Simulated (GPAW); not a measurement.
# GaN (F-43m) in GPAW: settings compared, part 2 of 2

GPAW 26.7.0.

**3. Equation of state, vdW-DF**

run.py reads:

```python
import spglib
from ase import Atoms
from ase.eos import EquationOfState
from ase.io import Trajectory, read
from ase.units import GPa
from gpaw import GPAW, PW

atoms = read('GaN.cif')
cell, positions, numbers = spglib.find_primitive(
    (atoms.cell[:], atoms.get_scaled_positions(), atoms.numbers), symprec=1e-4)
atoms = Atoms(numbers, cell=cell, scaled_positions=positions, pbc=True)

traj = Trajectory('eos.traj', 'w')
volumes, energies = [], []
for x in [0.94, 0.96, 0.98, 1.0, 1.02, 1.04, 1.06]:
    a = atoms.copy()
    a.set_cell(atoms.cell * x**(1 / 3), scale_atoms=True)
    calc = GPAW(mode=PW(800),
                xc={'name': 'vdW-DF', 'backend': 'libvdwxc'},
                kpts={'size': (10, 10, 10), 'gamma': True},
                occupations={'name': 'fermi-dirac', 'width': 0.05},
                nbands=11,
                convergence={'density': 1e-05, 'energy': 1e-05},
                maxiter=150,
                txt=f'eos-{x:.2f}.txt')
    a.calc = calc
    energies.append(a.get_potential_energy(force_consistent=True))
    volumes.append(a.get_volume())
    calc.write(f'eos-{x:.2f}.gpw')
    traj.write(a)
    print(f'{x:.2f} {volumes[-1]:10.4f} A^3 {energies[-1]:14.6f} eV', flush=True)

v0, e0, B = EquationOfState(volumes, energies, eos='birchmurnaghan').fit()
print(f'V0 = {v0:.4f} A^3, E0 = {e0:.6f} eV, B0 = {B / GPa:.2f} GPa')
```

GaN.cif reads:

```cif
data_GaN
_cell_length_a 4.50700122
_cell_length_b 4.50700122
_cell_length_c 4.50700122
_cell_angle_alpha 90.00000000
_cell_angle_beta 90.00000000
_cell_angle_gamma 90.00000000
_space_group_name_H-M_alt 'F-43m'
_space_group_name_Hall 'F -4 2 3'
_space_group_IT_number 216
loop_
_space_group_symop_operation_xyz
'x,y,z'
'y,-x,-z'
'-x,-y,z'
'-y,x,-z'
'x,-y,-z'
'y,x,z'
'-x,y,-z'
'-y,-x,z'
'z,x,y'
'-z,y,-x'
'z,-x,-y'
'-z,-y,x'
'-z,x,-y'
'z,y,x'
'-z,-x,y'
'z,-y,-x'
'y,z,x'
'-x,-z,y'
'-y,z,-x'
'x,-z,-y'
'-y,-z,x'
'x,z,y'
'y,-z,-x'
'-x,z,-y'
'x,y+1/2,z+1/2'
'y,-x+1/2,-z+1/2'
'-x,-y+1/2,z+1/2'
'-y,x+1/2,-z+1/2'
'x,-y+1/2,-z+1/2'
'y,x+1/2,z+1/2'
'-x,y+1/2,-z+1/2'
'-y,-x+1/2,z+1/2'
'z,x+1/2,y+1/2'
'-z,y+1/2,-x+1/2'
'z,-x+1/2,-y+1/2'
'-z,-y+1/2,x+1/2'
'-z,x+1/2,-y+1/2'
'z,y+1/2,x+1/2'
'-z,-x+1/2,y+1/2'
'z,-y+1/2,-x+1/2'
'y,z+1/2,x+1/2'
'-x,-z+1/2,y+1/2'
'-y,z+1/2,-x+1/2'
'x,-z+1/2,-y+1/2'
'-y,-z+1/2,x+1/2'
'x,z+1/2,y+1/2'
'y,-z+1/2,-x+1/2'
'-x,z+1/2,-y+1/2'
'x+1/2,y,z+1/2'
'y+1/2,-x,-z+1/2'
'-x+1/2,-y,z+1/2'
'-y+1/2,x,-z+1/2'
'x+1/2,-y,-z+1/2'
'y+1/2,x,z+1/2'
'-x+1/2,y,-z+1/2'
'-y+1/2,-x,z+1/2'
'z+1/2,x,y+1/2'
'-z+1/2,y,-x+1/2'
'z+1/2,-x,-y+1/2'
'-z+1/2,-y,x+1/2'
'-z+1/2,x,-y+1/2'
'z+1/2,y,x+1/2'
'-z+1/2,-x,y+1/2'
'z+1/2,-y,-x+1/2'
'y+1/2,z,x+1/2'
'-x+1/2,-z,y+1/2'
'-y+1/2,z,-x+1/2'
'x+1/2,-z,-y+1/2'
'-y+1/2,-z,x+1/2'
'x+1/2,z,y+1/2'
'y+1/2,-z,-x+1/2'
'-x+1/2,z,-y+1/2'
'x+1/2,y+1/2,z'
'y+1/2,-x+1/2,-z'
'-x+1/2,-y+1/2,z'
'-y+1/2,x+1/2,-z'
'x+1/2,-y+1/2,-z'
'y+1/2,x+1/2,z'
'-x+1/2,y+1/2,-z'
'-y+1/2,-x+1/2,z'
'z+1/2,x+1/2,y'
'-z+1/2,y+1/2,-x'
'z+1/2,-x+1/2,-y'
'-z+1/2,-y+1/2,x'
'-z+1/2,x+1/2,-y'
'z+1/2,y+1/2,x'
'-z+1/2,-x+1/2,y'
'z+1/2,-y+1/2,-x'
'y+1/2,z+1/2,x'
'-x+1/2,-z+1/2,y'
'-y+1/2,z+1/2,-x'
'x+1/2,-z+1/2,-y'
'-y+1/2,-z+1/2,x'
'x+1/2,z+1/2,y'
'y+1/2,-z+1/2,-x'
'-x+1/2,z+1/2,-y'
loop_
_atom_site_label
_atom_site_type_symbol
_atom_site_symmetry_multiplicity
_atom_site_Wyckoff_symbol
_atom_site_fract_x
_atom_site_fract_y
_atom_site_fract_z
_atom_site_occupancy
Ga1 Ga 4 a 0.0000000000 0.0000000000 0.0000000000 1
N1 N 4 d 0.2500000000 0.2500000000 0.7500000000 1
```

Potentials or basis: GPAW PAW data sets (gpaw-data 1.2.1), pw.

On the command line:

```bash
> OMP_NUM_THREADS=1 python run.py
```

Output:

```text
__  _  _
 | _ |_)|_||  |
 |__||  | ||/\| - 26.7.0

Input parameters:
  mode=PW(ecut=800.0),
  convergence={'density': 1e-05, 'energy': 1e-05},
  kpts=MonkhorstPack(size=(10, 10, 10), gamma=True),
  maxiter=150,
  nbands=11,
  occupations=Occupations(name='fermi-dirac', width=0.05),
  xc=XC(name='vdW-DF', backend='libvdwxc')

Diagonalizing LCAO Hamiltonian
Converting LCAO to pw mode

                 N

       Ga

Atoms  # Å, Bohr magnetons
|   | symbol |        x |        y |        z |    initial magnetic moments |
|---|--------|----------|----------|----------|-----------------------------|
| 0 |     Ga | 0.000000 | 0.000000 | 0.000000 | ( 0.0000,  0.0000,  0.0000) |
| 1 |      N | 3.311247 | 3.311247 | 3.311247 | ( 0.0000,  0.0000,  0.0000) |

Unit cell  # Å
| periodic |        x |        y |        z |  lengths |    angles |
|----------|----------|----------|----------|----------|-----------|
|      yes | 0.000000 | 2.207498 | 2.207498 | 3.121873 | 60.000000 |
|      yes | 2.207498 | 0.000000 | 2.207498 | 3.121873 | 60.000000 |
|      yes | 2.207498 | 2.207498 | 0.000000 | 3.121873 | 60.000000 |

Number of symmetries: 24
Symmetry operations  # r_c * U_cc + t_c -> r_c
|    | kind |            matrix            |
|----|------|------------------------------|
|  0 |  E   |  1, 0, 0,  0, 1, 0,  0, 0, 1 |
|  1 |  σ   |  1, 0, 0,  0, 0, 1,  0, 1, 0 |
|  2 |  σ   |  1, 0,-1,  0, 1,-1,  0, 0,-1 |
|  3 |  C3  |  1, 0,-1,  0, 0,-1,  0, 1,-1 |
|  4 |  C3  |  1,-1, 0,  0,-1, 1,  0,-1, 0 |
|  5 |  σ   |  1,-1, 0,  0,-1, 0,  0,-1, 1 |
|  6 |  σ   |  0, 1, 0,  1, 0, 0,  0, 0, 1 |
|  7 |  C3  |  0, 1, 0,  0, 0, 1,  1, 0, 0 |
[... 138 lines left out ...]
xc functional:
  name: vdW-DF with libvdwxc
  Mode: serial
  Semilocal: GGA_X_PBE_R+LDA_C_PW with 2 nearest neighbor stencil
  Local blocksize: 42 x 42 x 42
  PAW datasets: revPBE

convergence criteria:
- Maximum integral of absolute [dens]ity change: 1e-05 electrons / valence electron
- Maximum [total energy] change in last 3 cyles: 1e-05 eV / valence electron
- Maximum integral of absolute [eigenst]ate change: 4e-08 eV^2 / valence electron
maximum number of iterations: 150

SCF iterations
|iter     | |      energy | eigst |  dens |
|---------|-|-------------|-------|-------|
|iter:   1| |  -53.051162 | -0.11 |       |
|iter:   2| |  -52.448706 | -1.99 | -0.54 |
|iter:   3| |  -50.778756 | -0.57 | -0.59 |
|iter:   4| |  -50.777581 | -2.99 | -1.30 |
|iter:   5| |  -50.779086 | -3.34 | -1.56 |
|iter:   6| |  -50.779109 | -5.37 | -2.81 |
|iter:   7| |  -50.779126c| -5.82 | -3.16 |
|iter:   8| |  -50.779126c| -7.66c| -4.19 |
|iter:   9| |  -50.779126c| -8.53c| -4.82 |
|iter:  10| |  -50.779126c| -8.42c| -5.57c|

Converged in 10 steps
Energy contributions relative to reference atoms: (reference = -54372.123966)

Energy contributions:
  Kinetic:          49.357741
  Coulomb:         -42.799403
  Zero:              0.143196
  External:          0.000000
  Xc:              -57.480659
  Entropy:          -0.000000
  Spinorbit:         0.000000
  ----------------------------
  Free energy:     -50.779126
  Extrapolated:    -50.779126

dipole moment: (-9.904961, -9.904961, -9.904961)  # |e|*Ang

Fermi level: 8.100
Eigenvalues  # (at kpt = [0.000, 0.000, 0.000])
| band index |      eig [eV] | occ [0-2] |
|------------|---------------|-----------|
|          0 |        -9.115 |     2.000 |
|          1 |         7.201 |     2.000 |
|          2 |         7.201 |     2.000 |
|          3 |         7.201 |     2.000 |
|          4 |         9.630 |     0.000 |
|          5 |        18.157 |     0.000 |
|          6 |        18.157 |     0.000 |
|          7 |        18.157 |     0.000 |
|          8 |        26.038 |     0.000 |
|          9 |        26.099 |     0.000 |
|         10 |        26.143 |     0.000 |

Gap: 2.429 eV
Transition (v -> c):
  (s=0, k=0, n=3, [0.00, 0.00, 0.00]) -> (s=0, k=0, n=4, [0.00, 0.00, 0.00])
No difference between direct/indirect transitions
# Writing to eos-0.94.gpw (mode='')
```

stdout:

```text
0.94    21.5145 A^3     -50.779126 eV
0.96    21.9722 A^3     -50.875042 eV
0.98    22.4300 A^3     -50.952873 eV
1.00    22.8877 A^3     -51.014746 eV
1.02    23.3455 A^3     -51.062285 eV
1.04    23.8033 A^3     -51.097873 eV
1.06    24.2610 A^3     -51.120850 eV
<dir> UserWarning: The minimum volume of your fit is not in your volumes.  You may not have a minimum in your dataset!
  warnings.warn(
V0 = 25.1641 A^3, E0 = -51.138289 eV, B0 = 159.02 GPa
```

eos-0.96.txt:

```text
SCF iterations
|iter     | |      energy | eigst |  dens |
|---------|-|-------------|-------|-------|
|iter:   1| |  -53.106419 | -0.13 |       |
|iter:   2| |  -52.508139 | -1.99 | -0.54 |
|iter:   3| |  -50.873885 | -0.58 | -0.59 |
|iter:   4| |  -50.873334 | -3.03 | -1.29 |
[... 31 lines left out ...]
|          3 |         6.935 |     2.000 |
|          4 |         9.218 |     0.000 |
|          5 |        17.743 |     0.000 |
|          6 |        17.743 |     0.000 |
|          7 |        17.743 |     0.000 |
|          8 |        25.584 |     0.000 |
|          9 |        25.638 |     0.000 |
|         10 |        25.772 |     0.000 |

Gap: 2.283 eV
Transition (v -> c):
  (s=0, k=0, n=3, [0.00, 0.00, 0.00]) -> (s=0, k=0, n=4, [0.00, 0.00, 0.00])
No difference between direct/indirect transitions
# Writing to eos-0.96.gpw (mode='')
```

It took 70 s on 1 thread of Intel Xeon Platinum 8559C (Emerald Rapids), shared host; peak memory 0.29 GiB.

Results:

* Equilibrium volume: 12.58 Å³/atom (rough: see the caveat)
* Bulk modulus: 159 GPa (rough)

Energy against volume, from the lowest point:
```tsv
volume (Å³/atom)	energy (meV/atom)
10.757	170.86
10.986	122.90
11.215	83.99
11.444	53.05
11.673	29.28
11.902	11.49
12.131	0.00
```

Caveat: the data sets keep Ga 3d, Li 1s and Be 1s frozen, and some such compounds lay over 1.5 % in volume off other programs; the minimum lies outside the volumes run; the PAW data sets were made with another functional, which shifts forces and pressure a little.

**4. Band structure, PW91, spin-orbit coupling, no magnetisation**

run.py reads:

```python
import numpy as np
from ase.dft.bandgap import bandgap
from ase.io import read, write
from ase.units import GPa
from gpaw import GPAW, PW, setup_paths
from gpaw.spinorbit import soc_eigenstates

setup_paths.insert(0, '.')

atoms = read('POSCAR')

calc = GPAW(mode=PW(800),
            xc='GGA_X_PW91+GGA_C_PW91',
            kpts={'size': (10, 10, 10), 'gamma': True},
            occupations={'name': 'fermi-dirac', 'width': 0.05},
            nbands=11,
            convergence={'density': 1e-05, 'energy': 1e-05},
            maxiter=150,
            txt='gpaw.txt')
atoms.calc = calc
energy = atoms.get_potential_energy()
forces = atoms.get_forces()
stress = atoms.get_stress()
calc.write('gs.gpw')
write('result.traj', atoms)
print(f'Energy: {energy:.6f} eV')
print('Forces (eV/A):')
print(forces.round(4))
print('Stress (GPa):', (stress / GPa).round(3))
print('Fermi level:', round(calc.get_fermi_level(), 4), 'eV')
print(f'Gap: {bandgap(calc)[0]:.4f} eV, direct: {bandgap(calc, direct=True)[0]:.4f} eV')

path = atoms.cell.bandpath('GXWKGLUWLK,UX', npoints=80, eps=1e-4)
bs_calc = calc.fixed_density(kpts=path, symmetry='off', nbands=19,
                             convergence={'bands': 'CBM+6.0', 'eigenstates': 1e-6}, txt='bands.txt')
bs = bs_calc.band_structure()
bs.write('bs.json')
print(f'Gap on the path: {bandgap(bs_calc)[0]:.4f} eV')

soc = soc_eigenstates(bs_calc, theta=90, phi=0)
np.savetxt('soc_bands.dat', soc.eigenvalues(), fmt='%.4f')
mesh = soc_eigenstates('gs.gpw', theta=90, phi=0)
np.savetxt('soc_mesh.dat', mesh.eigenvalues(), fmt='%.4f')
print('Fermi level with spin-orbit coupling:', round(mesh.fermi_level, 4), 'eV')
```

POSCAR reads:

```
GaN
1.0
    0.0000000000      2.2535006075      2.2535006075
    2.2535006075      0.0000000000      2.2535006075
    2.2535006075      2.2535006075      0.0000000000
Ga N
1 1
Direct
    0.0000000000      0.0000000000      0.0000000000
    0.2500000000      0.2500000000      0.2500000000
```

Potentials or basis: PAW data sets generated in the run's folder for this functional, pw.

On the command line:

```bash
> gpaw-setup -f GGA_X_PW91+GGA_C_PW91 Ga N
> OMP_NUM_THREADS=1 python run.py
```

It took 21 s on 1 thread of Intel Xeon Platinum 8559C (Emerald Rapids), shared host; peak memory 0.25 GiB.

The run converged. Its results:

```
Free energy             : -12.1749 eV
Pressure                : 11.5 GPa
Band gap on the k mesh  : 1.84 eV, direct
Band gap along the path : 1.84 eV, direct
```

Levels at the corners of the path, in eV from the valence-band top:
```tsv
point	band 4	band 5	band 6	band 7	band 8	band 9	band 10	band 11	band 12
Γ	-0.03	0.00	0.00	0.00	0.00	1.84	1.84	10.16	10.16
X	-6.18	-2.67	-2.67	-2.63	-2.63	3.41	3.41	6.74	6.74
W	-5.63	-3.76	-3.75	-3.59	-3.53	6.31	6.32	8.47	8.48
K	-5.83	-4.27	-4.22	-2.14	-2.14	5.08	5.08	7.95	7.95
Γ	-0.03	0.00	0.00	0.00	0.00	1.84	1.84	10.16	10.16
L	-6.98	-0.98	-0.98	-0.94	-0.94	4.73	4.73	8.82	8.82
U	-5.83	-4.27	-4.22	-2.14	-2.14	5.08	5.08	7.95	7.95
W	-5.63	-3.76	-3.75	-3.59	-3.53	6.31	6.32	8.47	8.48
L	-6.98	-0.98	-0.98	-0.94	-0.94	4.73	4.73	8.82	8.82
K	-5.83	-4.27	-4.22	-2.14	-2.14	5.08	5.08	7.95	7.95
U	-5.83	-4.27	-4.22	-2.14	-2.14	5.08	5.08	7.95	7.95
X	-6.18	-2.67	-2.67	-2.63	-2.63	3.41	3.41	6.74	6.74
```

Caveat: the data sets keep Ga 3d, Li 1s and Be 1s frozen, and some such compounds lay over 1.5 % in volume off other programs; spin-orbit coupling was added after a scalar SCF, so levels and gaps hold it while energy, forces, pressure and moments don't; this program's spin-orbit splittings come out too wide for heavy elements.

**5. Overview**

```tsv
task	level	potentials or basis	spin	band path	band points	spin axis theta (degrees)	spin axis phi (degrees)	soc after scf	gap on the mesh (eV)	pressure (GPa)
band structure	LDA	the program's PAW data sets (release 1.2.1) made for this functional, pw	SOC, no magnetisation	GXWKGLUWLK,UX	60	54.7	45	second variation	1.87	0.8
equation of state	vdW-DF	GPAW PAW data sets (gpaw-data 1.2.1), pw	off	-	-	-	-	-	-	-
band structure	PW91	PAW data sets generated in the run's folder for this functional, pw	SOC, no magnetisation	GXWKGLUWLK,UX	80	90	0	second variation	1.84	11.5
```

Alike in all rows: cell as given; k mesh 10 × 10 × 10; cutoff (eV) 800; smearing fermi-dirac 0.05 eV.

Caveats: the data sets keep Ga 3d, Li 1s and Be 1s frozen, and some such compounds lay over 1.5 % in volume off other programs; spin-orbit coupling was added after a scalar SCF, so levels and gaps hold it while energy, forces, pressure and moments don't (some runs); this program's spin-orbit splittings come out too wide for heavy elements (some runs); the minimum lies outside the volumes run (some runs); the PAW data sets were made with another functional, which shifts forces and pressure a little (some runs).

Total energies depend on the potentials used, so only differences within one code and one set of settings carry meaning.

**6. Against experiment**

Step 2. A measured gap of GaN is 3.299 eV (direct; 0 K; a printed reference work, textbook); the calculated 1.87 eV misses it by -1.43 eV. The value is that of LDA, without temperature or zero-point motion. Semilocal functionals fall short of measured gaps as a rule. The cell is a database's relaxed one, not the measured one, which moves gaps too.

Step 4. A measured gap of GaN is 3.299 eV (direct; 0 K; a printed reference work, textbook); the calculated 1.84 eV misses it by -1.46 eV. The value is that of PW91, without temperature or zero-point motion. Semilocal functionals fall short of measured gaps as a rule. The cell is a database's relaxed one, not the measured one, which moves gaps too.
